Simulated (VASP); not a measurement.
The system is Ti.

```
Ti
1.0
    -1.65325    1.65325    1.65325
     1.65325   -1.65325    1.65325
     1.65325    1.65325   -1.65325
Ti
1
Direct
  0.00000 0.00000 0.00000
```

This isn't the form of Ti at room conditions, which is hcp.

* Program: VASP 6.6.1
* Task: relaxation of cell and atoms
* Functional: PBE
* Potentials or basis: VASP PAW PBE potentials, release 64 (Ti_sv)
* Cutoff: 600 eV
* k mesh: 18 × 18 × 18
* Occupations: gaussian, width 0.1 eV
* Spin: no spin polarisation

At the start: pressure -4.8 GPa; volume 18.07 Å³/atom.

Question: Where does the relaxation end?

Answer: Over 3 steps the energy falls by 13.4 meV/atom and the volume is 17.21 Å³/atom (-4.8 %); space group Im-3m (No. 229, to 0.05 Å).

The path:
```csv
step,energy change (eV),largest force (eV/Å),pressure (GPa),volume (Å³)
1,0.0000,0.0000,-4.79,18.07
2,-0.0082,0.0000,3.36,16.70
3,-0.0134,0.0000,-0.01,17.21
```

Final structure:
```yaml
crystal:
  lattice:
    - [-1.62647, 1.62647, 1.62647]
    - [1.62647, -1.62647, 1.62647]
    - [1.62647, 1.62647, -1.62647]
  atoms:
    - { symbol: Ti, position: [0.00000, 0.00000, 0.00000] }
```
